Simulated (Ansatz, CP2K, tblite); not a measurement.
## Wurtzite SiC, size series (36 atoms): runs against a plane-wave reference

The cell holds 36 atoms: 18 Si and 18 C. Its edges and angles: a = 9.228 Å, b = 9.228 Å, c = 5.048 Å, α = 90.0°, β = 90.0°, γ = 120.0°. It derives from SiC (wurtzite), repeated 3×3×1. Wurtzite SiC (a = 3.076 Å, c = 5.048 Å), 3 x 3 x 1 conventional cells; ideal positions. Then every atom was moved at random, 0.03 Å r.m.s. a Cartesian component.

Geometry: as built.

The reference, a calculation:

```
method                                           : Kohn-Sham DFT, PBE, PAW, plane waves (Ansatz 0.2.0); cutoff 420 eV, Γ point, fermi-dirac smearing of 0.05 eV; PAW set soft_2
r.m.s. force component                           : 0.7988 eV/Å
longest force                                    : 2.096 eV/Å
pressure                                         : 4.673 GPa
gap (highest filled to lowest empty level) : 2.143 eV
SCF cycles                                       : 7
time                                             : 1.4 s on 4 threads of Arm Neoverse V2, shared host
CPU time                                         : 4.7 s
```

Runs, in no order:
A. CP2K LDA, DZVP-MOLOPT-SR, 450/50 Ry, diagonalisation: Kohn-Sham DFT, LDA, GTH-PADE pseudopotentials, Gaussian and plane waves, DZVP-MOLOPT-SR-GTH, diagonalisation
B. CP2K PBE, SZV-MOLOPT-SR, 450/50 Ry, SIGN filter 1e-07, SCF 1e-07: Kohn-Sham DFT, PBE, GTH-PBE pseudopotentials, Gaussian and plane waves, SZV-MOLOPT-SR-GTH, linear-scaling purification of the density matrix
C. CP2K PBE, DZVP-MOLOPT-SR, 450/50 Ry, OT DIIS: Kohn-Sham DFT, PBE, GTH-PBE pseudopotentials, Gaussian and plane waves, DZVP-MOLOPT-SR-GTH, orbital transformation

**Question.** Rank the runs by how far their forces lie from the reference's, least first.

C, A, B.

```tsv
run	Δ force, r.m.s. (meV/Å)	share of r.m.s. force (%)	CPU time
C. CP2K PBE, DZVP-MOLOPT-SR, 450/50 Ry, OT DIIS	13.4	1.67	5.7 min
A. CP2K LDA, DZVP-MOLOPT-SR, 450/50 Ry, diagonalisation	34.6	4.33	2.1 min
B. CP2K PBE, SZV-MOLOPT-SR, 450/50 Ry, SIGN filter 1e-07, SCF 1e-07	328	41.1	29 s
```

The electronic-structure runs sample only Γ, in a cell whose shortest periodic width is 5 Å.

[Logs are printed without paths, hosts, clocks, repeated set-up lines and the standing remarks that a program may print on its own settings, such as how far it seeks lower states.]

[Hosts, paths, dates, database ids (printed as entryN), source tags and the programs' standing remarks are cut or masked in the printed files.]
